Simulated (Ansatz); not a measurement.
System: CdO (rock salt type), 2 atoms in the cell.

```
CELL_PARAMETERS angstrom
0.00000 2.39000 2.39000
2.39000 0.00000 2.39000
2.39000 2.39000 0.00000
ATOMIC_POSITIONS crystal
Cd 0.00000 0.00000 0.00000
O 0.50000 0.50000 0.50000
```

Code and potentials: Ansatz all-electron PAW datasets made for this crystal, 320 eV. Settings: k-mesh 6×6×6 Γ-centred; Fermi–Dirac smearing of 0.02 eV; no spin polarisation. For HSE06: exchange singularity: regularized.

Plain PBE gives:

```yaml
Pressure: -0.93 GPa
Gap_on_the_mesh: none (bands overlap)
```

Q: What changes under HSE06 (360 eV)?

A: The pressure goes down by 5.206 GPa to -6.132 GPa; gap on the mesh: 0.78 eV.

Q: What changes under r²SCAN?

A: The pressure goes down by 5.285 GPa to -6.211 GPa; gap on the mesh: no clear gap.

The stress includes the program's correction for the finite plane-wave basis.

A gap read on the mesh is an upper bound of this method's gap, since the mesh can miss a band edge. The k-mesh is modest, so these values aren't fully converged in k. Spin–orbit coupling is left out; with heavy elements it can shift the gap and split levels by tenths of an eV. The real crystal is a semiconductor; semilocal functionals such as PBE can close its gap, a known failure.
